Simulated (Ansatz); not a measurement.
**Where the states of CsBr lie**

Space group Pm-3m (No. 221). a = 4.326 Å, b = 4.326 Å, c = 4.326 Å, α = 90.00°, β = 90.00°, γ = 90.00°
| atom | site | symmetry | x | y | z |
| --- | --- | --- | --- | --- | --- |
| Cs | 1a | m-3m | 0.0000 | 0.0000 | 0.0000 |
| Br | 1b | m-3m | 0.5000 | 0.5000 | 0.5000 |

The runs use the primitive cell with vectors (4.326, 0.000, 0.000), (0.000, 4.326, 0.000), (0.000, 0.000, 4.326) Å, to which the k mesh refers.

Structure from Materials Project entry mp-22906 (possibly hypothetical), not relaxed further.

Spin–orbit coupling is left out, though it moves levels of the heavy atoms by tenths of an eV or more.

These are results of DFT, PBE, all-electron LAPW, scalar-relativistic (Ansatz 0.2.0), not measurements.

Numerical set-up: a Γ-centred 6×6×6 k mesh, Fermi–Dirac smearing of 0.02 eV, basis error target 0.25 meV/atom, no spin polarisation.

States per eV and cell, averaged over 0.6 eV, from -7.0 to 6.6 eV, with energies (bin centres) from the valence-band top; empty bins are left out. The partial columns, the largest 3 alone, are projections on Löwdin-orthogonalised atomic shells (those that the program's projection atoms carry: the occupied ones and, for some elements, an empty d or f shell; other empty shells have no column), summed over atoms of an element. Weights on diffuse s and p shells depend on that basis and aren't pure angular character.

```tsv
E (eV)	total	Cs 5p	Br 4p	Cs 6s
-6.8	6.68	6.49	0.13	0.03
-6.2	3.32	3.29	0.02	0.01
-1.4	0.07	0.00	0.06	0.01
-0.8	5.14	0.10	4.77	0.19
-0.2	4.78	0.06	4.66	0.01
4.6	0.01	0.00	0.00	0.01
5.2	0.40	0.00	0.01	0.13
5.8	2.69	0.01	0.06	0.66
6.4	3.29	0.01	0.07	0.68
```

Task: Which of the resolved shells contributes most in the top eV of the valence band?

Result: Br 4p, with 95 % of all states there; Cs 6s follows with 2 %.
